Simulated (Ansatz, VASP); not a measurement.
## One calculation of Al2Cu, two programs

```xyz
3
Lattice="-2.0303 2.0303 2.8511 2.0303 -2.0303 2.8511 2.0303 2.0303 -2.8511" Properties=species:S:1:pos:R:3 pbc="T T T"
Al    0.0000    2.0303    1.4255
Al    2.0303    0.0000    1.4255
Cu    0.0000    0.0000    2.8511
```

The cell comes from a database or a generator and needn't be the stable form of this composition.

Alike in both runs: task relaxation of cell and atoms; functional PBE; dispersion D3(BJ); k mesh 16 × 16 × 16; occupations gaussian, width 0.1 eV; no spin polarisation.

|  | VASP | Ansatz |
| --- | --- | --- |
| version | VASP 6.6.1 | Ansatz 0.2.0 |
| potentials or method | VASP PAW PBE potentials, release 64 (Al, Cu) | scalar-relativistic, plane waves, PAW |
| plane-wave cutoff (eV) | 600 | 420 |
| valence electrons in the cell | 17 | 25 |

VASP gave:

| Property | Result |
| --- | --- |
| gap on the k mesh at the Fermi level, each at its own relaxed structure (eV) | none |
| relaxed volume (Å³/atom) | 15.52 |
| relaxed cell length with the largest relative difference (Å) | 4.036 |

**Question.** Estimate Ansatz's values.

**Answer.** gap on the k mesh at the Fermi level, each at its own relaxed structure (eV): none; relaxed volume (Å³/atom): 15.49; relaxed cell length with the largest relative difference (Å): 4.035.

A gap of «none» marks a metal or a gap that the smearing closes. The two sets of potentials don't hold the same shells in valence.

Caveats: pairwise dispersion overbinds metals, which lowers pressure and volume.
